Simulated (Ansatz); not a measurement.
Which way does InAs + AlP ⇌ InP + AlAs run?

Plane-wave DFT in Ansatz with scalar-relativistic PAW potentials, cutoff 420 eV, Γ-centred meshes chosen by cell and gap, Gaussian smearing with energies taken to zero width. Every cell was relaxed (cell and atoms) in a run of its own, within the symmetry of its start. Functional: PBEsol.

Total energies hold large constants for each element; a whole number of eV per atom of each element is taken off below, which cancels in a balanced reaction.

| compound | lowest structure computed | structures tried | V (Å³/atom) | gap on mesh (eV) | E (eV per formula unit, common shift removed) |
| --- | --- | --- | --- | --- | --- |
| InAs | F-43m | 3 | 28.19 | 0.00 | -0.8285 |
| AlP | F-43m | 2 | 20.47 | 1.45 | -0.7345 |
| InP | F-43m | 3 | 25.39 | 0.57 | -0.8670 |
| AlAs | F-43m | 2 | 22.86 | 1.34 | -0.4421 |

**Question.** Work out the reaction energy at 0 K.

**Answer.** ΔE = E(InP) + E(AlAs) − E(InAs) − E(AlP) = 0.254 eV, or 24 kJ per mole of reaction (63 meV/atom). The left side is lower: In takes As and Al takes P. All four are computed as solids; where they are solids at ordinary conditions entropy changes little. A lower structure that wasn't tried would shift the value, and mixed crystals may lie lower than either side.